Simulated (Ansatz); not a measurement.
# Checking a converged run of FeGe

We look at FeGe: a test cell of our own (not relaxed), with 2 atoms per cell.

All numbers below come from DFT, r2SCAN, PAW (an earlier, harder data set), plane waves, scalar-relativistic in Ansatz development build ahead of 0.2.0.

```yaml
crystal:
  lattice:
    - [3.010139372568, 0.0, 0.0]
    - [0.0, 3.010139372568, 0.0]
    - [0.0, 0.0, 3.010139372568]
  atoms:
    - { symbol: Fe, position: [0.0, 0.0, 0.0], spin: 4.0 }
    - { symbol: Ge, position: [0.46334402, 0.4507515, 0.45352889], spin: 0.0 }
kpoints:
  mp_grid: { grid: [3, 3, 3], shift: [0, 0, 0] }
hamiltonian:
  xc: r2scan
  dispersion: none
  pseudopotentials: { kind: paw }
scf:
  occupations: { method: gaussian, width: "0.05 eV" }
magnetization:
  spin_polarized: true
```

Settings in force: cutoff 1230 eV, smearing width 0.05 eV; default search for lower states.

The run converged after 38 iterations in all: spin-polarised, site moments Fe1 1.96 μB, total 1.93 μB per cell.

The mesh is coarse, so energy differences (and at times their sign) aren't converged.

With one magnetic atom in the cell its copies can only be parallel; orders in a larger cell may lie lower.

Site moments are taken inside atomic spheres and don't add up to the total.

Has the SCF ended in the lowest solution? If not, by how much is it too high?

No, on this mesh. A state 1.1 meV/atom (0.002 eV per cell) lower exists in this cell: spin-polarised, site moments Fe1 1.96 μB, total 1.93 μB per cell (the moments match this run's, so the two differ in another way, such as which orbitals are filled). It was reached from: default search for lower states [Fe1 2.00 μB]. States within about 5 meV/atom are too close for this mesh, smearing and search to settle their order. Orders that need a larger cell or non-collinear spins weren't tried. No run without spin polarisation was made.
